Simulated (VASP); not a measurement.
# C (Fd-3m) in VASP: a series of runs, part 2 of 3

VASP 6.6.1. The steps go on from the part before.

### 5 Relaxation of the atoms, PBE (a relaxed cell with its volume scaled by 1.02)

The input, INCAR:

```
SYSTEM = C
PREC = Accurate
ENCUT = 600
EDIFF = 1E-7
ISMEAR = 0
SIGMA = 0.03
LREAL = .False.
LASPH = .True.
NELM = 80
ALGO = Normal
ISIF = 2
LWAVE = .False.
LCHARG = .False.
GGA = PE
IBRION = 2
NSW = 40
EDIFFG = -0.01
```

The input, KPOINTS:

```
regular mesh
0
Gamma
  14 14 14
  0 0 0
```

The input, POSCAR:

```
C                                       
1.0
    0.0000000000      1.7976323205      1.7976323205
    1.7976323205      0.0000000000      1.7976323205
    1.7976323205      1.7976323205      0.0000000000
  C             
     2
Direct
     0.0000000000000000    0.0000000000000000    0.0000000000000000
     0.2500000000000000    0.2500000000000000    0.2500000000000000
```

Potentials or basis: VASP PAW PBE potentials, release 64 (C).

Command:

```sh
> cat potpaw_PBE.64/C/POTCAR > POTCAR
> mpirun -np 1 vasp_std > vasp.out
```

OUTCAR:

```text
SYSTEM = C
   PREC = Accurate
   ENCUT = 600
   EDIFF = 1E-7
   ISMEAR = 0
   LREAL = .False.
   LASPH = .True.
   NELM = 80
   ISIF = 2
   GGA = PE
   IBRION = 2
   NSW = 40
   EDIFFG = -0.01

 ion  position               nearest neighbor table
   1  0.000  0.000  0.000-   2 1.56   2 1.56   2 1.56   2 1.56
   2  0.250  0.250  0.250-   1 1.56   1 1.56   1 1.56   1 1.56

  LATTYP: Found a face centered cubic cell.
 ALAT       =     3.5952646410

  Lattice vectors:

 A1 = (   0.0000000000,   1.7976323205,   1.7976323205)
 A2 = (   1.7976323205,   0.0000000000,   1.7976323205)
 A3 = (   1.7976323205,   1.7976323205,   0.0000000000)

Analysis of symmetry for initial positions (statically):
=====================================================================
 Subroutine PRICEL returns:
 Original cell was already a primitive cell.

 Routine SETGRP: Setting up the symmetry group for a
 face centered cubic supercell.

 Subroutine GETGRP returns: Found 48 space group operations
 (whereof 24 operations were pure point group operations)
 out of a pool of 48 trial point group operations.

The static configuration has the point symmetry T_d .
 The point group associated with its full space group is O_h .

Analysis of symmetry for dynamics (positions and initial velocities):
=====================================================================
 Subroutine PRICEL returns:
 Original cell was already a primitive cell.

 Routine SETGRP: Setting up the symmetry group for a
 face centered cubic supercell.

 Subroutine GETGRP returns: Found 48 space group operations
 (whereof 24 operations were pure point group operations)
 out of a pool of 48 trial point group operations.

The dynamic configuration has the point symmetry T_d .
 The point group associated with its full space group is O_h .

 Subroutine INISYM returns: Found 48 space group operations
 (whereof 24 operations are pure point group operations),
 and found     1 'primitive' translations

----------------------------------------------------------------------------------------

                                     Primitive cell

  volume of cell :      11.6180

  direct lattice vectors                    reciprocal lattice vectors
     0.000000000  1.797632320  1.797632320    -0.278143642  0.278143642  0.278143642
     1.797632320  0.000000000  1.797632320     0.278143642 -0.278143642  0.278143642
     1.797632320  1.797632320  0.000000000     0.278143642  0.278143642 -0.278143642

  length of vectors
     2.542236008  2.542236008  2.542236008     0.481758919  0.481758919  0.481758919

  position of ions in fractional coordinates (direct lattice)
     0.000000000  0.000000000  0.000000000
     0.250000000  0.250000000  0.250000000

  ion indices of the primitive-cell ions
   primitive index   ion index
                 1           1
                 2           2

----------------------------------------------------------------------------------------

 KPOINTS: regular mesh

Automatic generation of k-mesh.
 Grid dimensions read from file:
 generate k-points for:   14   14   14

 Generating k-lattice:

  Cartesian coordinates                     Fractional coordinates (reciprocal lattice)
    -0.019867403  0.019867403  0.019867403     0.071428571  0.000000000  0.000000000
     0.019867403 -0.019867403  0.019867403     0.000000000  0.071428571  0.000000000
     0.019867403  0.019867403 -0.019867403     0.000000000  0.000000000  0.071428571

  Length of vectors
     0.034411351  0.034411351  0.034411351

  Shift w.r.t. Gamma in fractional coordinates (k-lattice)
     0.000000000  0.000000000  0.000000000

 Subroutine IBZKPT returns following result:
 ===========================================

 Found    104 irreducible k-points:

 Following reciprocal coordinates:
            Coordinates               Weight
  0.000000  0.000000  0.000000      1.000000
  0.071429  0.000000  0.000000      8.000000
  0.142857  0.000000  0.000000      8.000000
  0.214286  0.000000  0.000000      8.000000
  0.285714  0.000000  0.000000      8.000000
  0.357143  0.000000  0.000000      8.000000
[... 16 lines left out ...]
  0.214286  0.142857  0.000000     24.000000
  0.285714  0.142857  0.000000     24.000000
 [... further k-points ...]
   k-points           NKPTS =    104   k-points in BZ     NKDIM =    104   number of bands    NBANDS=      8
   number of dos      NEDOS =    301   number of ions     NIONS =      2
   total plane-waves  NPLWV =   8000
   dimension x,y,z NGX =    20 NGY =   20 NGZ =   20
   dimension x,y,z NGXF=    40 NGYF=   40 NGZF=   40
   ions per type =               2
   NGX,Y,Z   is equivalent  to a cutoff of  13.08, 13.08, 13.08 a.u.
   NGXF,Y,Z  is equivalent  to a cutoff of  26.16, 26.16, 26.16 a.u.
 SYSTEM =  C
   PREC   = accura    normal or accurate (medium, high low for compatibility)
   ISTART =      0    job   : 0-new  1-cont  2-samecut
   ICHARG =      2    charge: 1-file 2-atom 10-const
   ISPIN  =      1    spin polarized calculation?
   LNONCOLLINEAR =      F non collinear calculations
   LSORBIT =      F    spin-orbit coupling
   LASPH  =      T    aspherical Exc in radial PAW
   ENCUT  =  600.0 eV  44.10 Ry    6.64 a.u.   5.08  5.08  5.08*2*pi/ulx,y,z
   NELM   =     80;   NELMIN=  2; NELMDL= -5     # of ELM steps
   EDIFF  = 0.1E-06   stopping-criterion for ELM
   LREAL  =      F    real-space projection
   EDIFFG = -.1E-01   stopping-criterion for IOM
   NSW    =     40    number of steps for IOM
   IBRION =      2    ionic relax: 0-MD 1-quasi-New 2-CG
   NFREE  =      1    steps in history (QN), initial steepest desc. (CG)
   ISIF   =      2    stress and relaxation
   ISYM   =      2    0-nonsym 1-usesym 2-fastsym
   POTIM  = 0.5000    time-step for ionic-motion
   TEBEG  =    0.0;   TEEND  =   0.0 temperature during run
   PSTRESS=    0.0 pullay stress
   NELECT =       8.0000    total number of electrons
   NUPDOWN=      -1.0000    fix difference up-down
   EMIN   =  10.00;   EMAX   =-10.00  energy-range for DOS
   EFERMI =   0.00;   METHOD = LEGACY
   ISMEAR =     0;   SIGMA  =   0.03  broadening in eV -4-tet -1-fermi 0-gaus
   EFERMI_NEDOS =   21; number of points for ismear=-14 and -15
   IALGO  =     38    algorithm
   IMIX   =      4    mixing-type and parameters
     AMIX     =   0.40;   BMIX     =  1.00
     AMIX_MAG =   1.60;   BMIX_MAG =  1.00
  volume/ion in A,a.u.               =       5.81        39.20
  Fermi-wavevector in a.u.,A,eV,Ry     =   1.445642  2.731866 28.434537  2.089880
  Thomas-Fermi vector in A             =   2.563800
   LORBIT       =      0    0 simple, 1 ext, 2 COOP (PROOUT), +10 PAW based schemes
   GGA     = PE    functional components
   LHFCALC =     F    Hartree Fock is set to
   AEXX    =    0.0000 exact exchange contribution
   IVDW    =     0    specifies the selected vdW correction
   LEPSILON=     F    determine dielectric tensor
   LRPA    =     F    only Hartree local field effects (RPA)
 conjugate gradient relaxation of ions
 non-spin polarized calculation
 Gauss-broadening in eV      SIGMA  =   0.03
  energy-cutoff  :      600.00
  volume of cell :       11.62
 maximum number of plane-waves:       395
   NGX = 11   NGY = 11   NGZ = 11

 number of electron       8.0000000 magnetization

 Free energy of the ion-electron system (eV)
  ---------------------------------------------------
  ext. energy  EPLUGINS =         0.00000000
  ---------------------------------------------------
  free energy    TOTEN  =       -18.18542001 eV

  energy without entropy =      -18.18542001  energy(sigma->0) =      -18.18542001

 E-fermi :   9.5185     XC(G=0): -13.1310

 val. band max:        9.3855411220   @ k =   0.0000   0.0000   0.0000
 cond. band min:      13.4629409182   @ k =   0.3571   0.3571   0.0000
 fundamental gap:      4.0773997962
 Fermi energy:         9.5185197572

 k-point     1 :       0.0000    0.0000    0.0000
  band No.  band energies     occupation
      1     -11.7724      2.00000
      2       9.3855      2.00000
      3       9.3855      2.00000
      4       9.3855      2.00000
      5      14.9103      0.00000
      6      14.9103      0.00000
      7      14.9103      0.00000
      8      22.1733      0.00000
[... 243 lines left out ...]
 k-point    24 :       0.2857    0.1429    0.0000
  band No.  band energies     occupation
      1      -9.7551      2.00000
      2       3.4648      2.00000
      3       6.1485      2.00000
      4       6.8272      2.00000
      5      15.2181      0.00000
      6      19.1364      0.00000
      7      19.2845      0.00000
      8      21.5329      0.00000

 [... further k-points ...]
[... 5 lines left out ...]
  --------------------------------------------------------------------------------------
  -------------------------------------------------------------------------------------
  Total       -0.6034216     -0.6034216     -0.6034216     -0.0000000     -0.0000000      0.0000000
  in kB      -83.2144693    -83.2144693    -83.2144693     -0.0000000     -0.0000000      0.0000000
  external PRESSURE =     -83.2144693 kB  Pullay stress =       0.0000000 kB

 VOLUME and BASIS-vectors are now :
 -----------------------------------------------------------------------------
  energy-cutoff  :      600.00
  volume of cell :       11.62
      direct lattice vectors                 reciprocal lattice vectors
     0.000000000  1.797632320  1.797632320    -0.278143642  0.278143642  0.278143642
     1.797632320  0.000000000  1.797632320     0.278143642 -0.278143642  0.278143642
     1.797632320  1.797632320  0.000000000     0.278143642  0.278143642 -0.278143642

 POSITION                                       TOTAL-FORCE (eV/Angst)
 -----------------------------------------------------------------------------------
      0.00000      0.00000      0.00000        -0.000000     -0.000000     -0.000000
      0.89882      0.89882      0.89882         0.000000      0.000000      0.000000
 -----------------------------------------------------------------------------------
    total drift:                                0.000000      0.000000      0.000000

  FREE ENERGIE OF THE ION-ELECTRON SYSTEM (eV)
  ---------------------------------------------------
  free  energy   TOTEN  =       -18.1854200094 eV

  energy  without entropy=      -18.1854200094  energy(sigma->0) =      -18.18542001

 reached required accuracy - stopping structural energy minimisation
```

OSZICAR:

```text
N       E                     dE             d eps       ncg     rms          rms(c)
DAV:   1     0.247322365996E+01    0.24732E+01   -0.56412E+03  1712   0.112E+03
DAV:   2    -0.186427488730E+02   -0.21116E+02   -0.20499E+02  2600   0.120E+02
DAV:   3    -0.187775219802E+02   -0.13477E+00   -0.13477E+00  1832   0.129E+01
DAV:   4    -0.187777302932E+02   -0.20831E-03   -0.20831E-03  2360   0.525E-01
DAV:   5    -0.187777303698E+02   -0.76525E-07   -0.76525E-07  1736   0.697E-03    0.536E+00
DAV:   6    -0.183336765580E+02    0.44405E+00   -0.34079E-01  1720   0.464E+00    0.321E+00
DAV:   7    -0.181841518549E+02    0.14952E+00   -0.37860E-01  1976   0.500E+00    0.719E-01
DAV:   8    -0.181853880116E+02   -0.12362E-02   -0.18440E-03  1752   0.501E-01    0.451E-02
DAV:   9    -0.181854069328E+02   -0.18921E-04   -0.12739E-04  2416   0.100E-01    0.267E-02
DAV:  10    -0.181854201928E+02   -0.13260E-04   -0.14218E-05  1680   0.438E-02    0.582E-03
DAV:  11    -0.181854200250E+02    0.16779E-06   -0.42536E-08  2344   0.224E-03    0.135E-03
DAV:  12    -0.181854200094E+02    0.15592E-07   -0.11261E-08   848   0.134E-03
   1 F= -.18185420E+02 E0= -.18185420E+02  d E =-.181854E+02
```

It took 8.6 s on 1 thread of Intel Xeon Platinum 8559C (Emerald Rapids), shared host; peak memory 0.12 GiB.

What came out:

```
Free energy             : -18.1854 eV
Pressure after relaxing : -8.3 GPa
Band gap on the k mesh  : 4.08 eV, indirect (least direct gap 5.52 eV)
```

Final structure:
```
C
1.0
     0.00000    1.79763    1.79763
     1.79763    0.00000    1.79763
     1.79763    1.79763    0.00000
C
2
Direct
  0.00000 0.00000 0.00000
  0.25000 0.25000 0.25000
```

Caveat: the relaxation stopped at its first step, so nothing moved. A k mesh can miss the band edges.

[end of part 2 of 3]
